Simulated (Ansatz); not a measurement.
Start from AlSb in the zinc blende structure (space group F-43m, No. 216; a = 6.1570 Å).

Calculations: PBEsol (Ansatz, a first-principles code), no spin-orbit coupling.

For the base:

| Property | Result |
|---|---|
| Smallest direct gap | 1.47 eV |
| Lattice parameter a | 6.157 Å |
| Gap character | indirect, Γ → Γ–X (92 % along) |

Perturbation: a hydrostatic pressure of 0.3 GPa.

Question: What happens to the smallest direct gap, lattice parameter a and gap character?

Answer: The smallest direct gap rises by 0.04 eV (1.47 eV → 1.51 eV); the lattice parameter a drops by 0.011 Å, from 6.157 Å to 6.146 Å; the gap character remains indirect, Γ → Γ–X (92 % along).

With Sb present, leaving out spin-orbit coupling can change the band edges. Load acts through the strain it causes; cell and atoms are relaxed under it. Stability against distortions was not tested.
